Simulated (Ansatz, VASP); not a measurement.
P: VASP beside Ansatz

```xyz
2
Lattice="3.0993 0.0000 0.0000 -1.5496 2.6840 0.0000 0.0000 0.0000 3.0646" Properties=species:S:1:pos:R:3 pbc="T T T"
P     0.0000    1.7894    0.7662
P     1.5496    0.8947    2.2985
```

Alike in both runs: task single point; functional PBEsol; k mesh 13 × 13 × 11; occupations fermi-dirac, width 0.1 eV; no spin polarisation.

|  | VASP | Ansatz |
| --- | --- | --- |
| version | VASP 6.6.1 | Ansatz 0.2.0 |
| potentials or method | VASP PAW PBE potentials, release 64 (P) | plane waves (420 eV) with PAW, scalar-relativistic |
| plane-wave cutoff (eV) | 520 | 420 |
| valence electrons in the cell | 10 | 10 |

```tsv
	VASP	Ansatz	Ansatz less VASP
pressure (GPa)	17.8	17.7	-0.11
largest component of the traceless stress (GPa)	2.48	2.42	-0.055
```

Ansatz warned: «pseudo_functional_mismatch».

Caveats: so large a pressure means that the cell lies far from this level's equilibrium, or that cutoff or potentials fall short (VASP); the potentials were made for another functional, which shifts forces and pressure (VASP).
